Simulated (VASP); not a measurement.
# CsPbBr₃: molecular dynamics with a thermostat, by thermostat

CsPbBr₃, Pm-3m (no. 221), 10 atoms in the cell. PBEsol, molecular dynamics; PAW potentials Pb, Cs_sv, Br (PBE set).

| Thermostat | Mean temperature (K) | Rise of the mean potential energy above the start (meV/atom) | Electronic steps per ionic step after the first | Time (s) |
|---|---|---|---|---|
| none (NVE) | 696 | 58.6 | 4.0 | 763 |
| Nose, MDALGO 0, SMASS 0 | 1204 | 119.9 | 4.0 | 719 |
| Nose-Hoover, SMASS 5 | 1177 | 99.9 | 4.0 | 621 |
| Nose-Hoover, SMASS 1 | 1192 | 103.4 | 4.0 | 594 |
| Andersen, probability 0.01 | 1421 | 120.9 | 4.3 | 558 |
| Andersen, probability 0.5 | 926 | 60.5 | 5.9 | 709 |
| Langevin, friction 10/ps | 1141 | 114.9 | 6.0 | 757 |
| Langevin, friction 50/ps | 1239 | 97.5 | 5.9 | 726 |
| Nose-Hoover chain of 3, period 40 steps | 1293 | 119.5 | 4.0 | 553 |
| Nose-Hoover chain of 3, period 20 steps | 1228 | 108.2 | 4.0 | 589 |
| CSVR, period 5 steps | 1267 | 112.8 | 4.0 | 663 |

Limits: 990 fs of 10 atoms are too short for converged averages.

## Input of the first row

INCAR:
```
SYSTEM = CsPbBr3
  GGA = PS
  PREC = Normal
  ENCUT = 220
  EDIFF = 1E-5
  NELMIN = 4
  NELM = 60
  ALGO = Normal
  LREAL = Auto
  LASPH = .True.
  ISMEAR = 0
  SIGMA = 0.05
  ISYM = 0
  LWAVE = .False.
  LCHARG = .False.
  IBRION = 0
  NSW = 330
  POTIM = 3.0
  TEBEG = 1200
  TEEND = 1200
  ISIF = 2
  RANDOM_SEED = 262611 0 0
  MDALGO = 1
  ANDERSEN_PROB = 0.0
  KPAR = 2
  NCORE = 2
```

KPOINTS:
```
k-points
0
Monkhorst-Pack
  2 2 1
```

POSCAR:
```
CsPbBr3
1.0
    5.8700000000      0.0000000000      0.0000000000
    0.0000000000      5.8700000000      0.0000000000
    0.0000000000      0.0000000000     11.7400000000
Pb Cs Br
2 2 6
Direct
    0.5000000000      0.5000000000      0.2500000000
    0.5000000000      0.5000000000      0.7500000000
    0.0000000000      0.0000000000      0.0000000000
    0.0000000000      0.0000000000      0.5000000000
    0.5000000000      0.5000000000      0.0000000000
    0.5000000000      0.5000000000      0.5000000000
    0.5000000000      0.0000000000      0.2500000000
    0.5000000000      0.0000000000      0.7500000000
    0.0000000000      0.5000000000      0.2500000000
    0.0000000000      0.5000000000      0.7500000000
```

Commands:
```
cat potpaw_PBE.64/Pb/POTCAR potpaw_PBE.64/Cs_sv/POTCAR potpaw_PBE.64/Br/POTCAR > POTCAR
mpirun -np 4 vasp_std > vasp.out
```

Changes of the last row against the first:
```
- MDALGO = 1
- ANDERSEN_PROB = 0.0
+ MDALGO = 5
+ CSVR_PERIOD = 5
```

VASP 6.6.1 took 763 s on 4 cores (Intel Xeon Platinum 8488C (Sapphire Rapids)), a shared host.
